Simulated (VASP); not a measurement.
Crystal: MgSe.

```
Mg Se
1.0
     0.00000    2.75447    2.75447
     2.75447    0.00000    2.75447
     2.75447    2.75447    0.00000
Mg Se
1 1
Direct
  0.00000 0.00000 0.00000
  0.50000 0.50000 0.50000
```

* Program: VASP 6.6.1
* Task: relaxation of cell and atoms
* Functional: PBEsol
* Potentials or basis: VASP PAW PBE potentials, release 64 (Mg, Se)
* Cutoff: 600 eV
* k mesh: 8 × 8 × 8
* Occupations: gaussian, width 0.02 eV
* Spin: no spin polarisation

At the start: pressure -2.0 GPa; volume 20.90 Å³/atom.

Problem. How do energy, volume and symmetry change on relaxing?

Solution. Over 3 steps the energy falls by 4.5 meV/atom and the volume is 20.21 Å³/atom (-3.3 %); space group Fm-3m (No. 225, to 0.05 Å).

Step by step:
| step | energy change (eV) | largest force (eV/Å) | pressure (GPa) | volume (Å³) |
| --- | --- | --- | --- | --- |
| 1 | 0.0000 | 0.0000 | -2.03 | 41.80 |
| 2 | -0.0087 | 0.0000 | 0.35 | 40.22 |
| 3 | -0.0089 | 0.0000 | 0.00 | 40.43 |

Final structure:
```
Mg Se
1.0
     0.00000    2.72405    2.72405
     2.72405    0.00000    2.72405
     2.72405    2.72405    0.00000
Mg Se
1 1
Direct
  0.00000 0.00000 0.00000
  0.50000 0.50000 0.50000
```

Caveat: the PAW data sets were made with another functional, which shifts forces and pressure a little.
